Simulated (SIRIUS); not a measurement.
Ge:

```
Ge
1.0
    -2.49590    2.65086    1.43695
     2.49590   -2.65086    1.43695
     2.49590    2.65086   -1.43695
Ge
2
Cartesian
  0.0000 1.3254 0.1841
  2.4959 1.3254 1.2529
```

This isn't the form of Ge at room conditions, which is diamond.

* Program: SIRIUS 7.12.0
* Task: single point
* Functional: PBEsol
* Potentials or basis: PseudoDojo 0.4.1 PBEsol standard (scalar relativistic)
* Cutoff: 1078 eV
* Density cutoff: 4311 eV
* k mesh: 11 × 11 × 11
* Occupations: fermi-dirac, width 0.05 eV
* Spin: no spin polarisation

On this cell: pressure -2.4 GPa; largest force 0.059 eV/Å; band gap on the k mesh none (metal or under the smearing width).

The same run follows on a disturbed copy (atoms moved at random, drawn with an rms of 0.05 Å):

```xyz
2
Lattice="-2.4959 2.6509 1.4369 2.4959 -2.6509 1.4369 2.4959 2.6509 -1.4369" Properties=species:S:1:pos:R:3 pbc="T T T"
Ge   -0.0545    1.3267    0.1384
Ge    2.5130    1.3276    1.2763
```

Q: What does the disturbed cell give?

A: The energy (extrapolated to zero smearing) moves by +4.9 meV/atom; pressure -2.3 GPa; largest force 0.156 eV/Å; band gap on the k mesh none (metal or under the smearing width).

Forces on the atoms (eV/Å):
```
Ge   0.148  0.004  0.050
Ge  -0.148 -0.004 -0.050
```

Stress tensor (GPa, compression positive):
```
-1.41  0.00 -0.47
 0.00 -2.73  0.00
-0.47  0.00 -2.68
```
